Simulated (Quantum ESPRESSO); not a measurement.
**Pt under changes of volume**

One of the cells (15.080 Å³/atom); the others are scaled copies at fixed shape and fractional positions:

```
Pt
1.0
     0.00000    1.96090    1.96090
     1.96090    0.00000    1.96090
     1.96090    1.96090    0.00000
Pt
1
Direct
  0.00000 0.00000 0.00000
```

| Item | Value |
| --- | --- |
| Program | Quantum ESPRESSO 7.5 |
| Functional | r2SCAN |
| Dispersion | D3(BJ) |
| Potentials or basis | SG15 PBE 1.2 |
| Cutoff | 952 eV |
| Density cutoff | 3810 eV |
| k mesh | 9 × 9 × 9 |
| Occupations | fermi-dirac, width 0.05 eV |
| Spin | no spin polarisation |

```csv
volume (Å³/atom),energy over the lowest point (meV/atom),pressure (GPa)
14.175,?,?
14.477,32.14,15.5
14.778,9.77,8.3
15.080,0.00,2.0
15.381,1.41,-3.5
15.683,12.68,-8.4
15.985,32.63,-12.7
```

What does the run at 14.175 Å³/atom give?

Energy over the lowest point 68.89 meV/atom; pressure 23.6 GPa.

Worked out: A Birch-Murnaghan fit of order 3 (a polynomial in V^(-2/3)) to the other rows has its minimum at 15.19 Å³/atom with B0 = V·E''(V) = 285 GPa and B' = 5.4. It gives 68.98 meV/atom at 14.175 Å³/atom, against the run's 68.89, and -dE/dV = 23.7 GPa, against 23.6.

Energies are extrapolated to zero smearing.

Caveats: the potentials were made for another functional, which shifts forces and pressure; pairwise dispersion overbinds metals, which lowers pressure and volume.
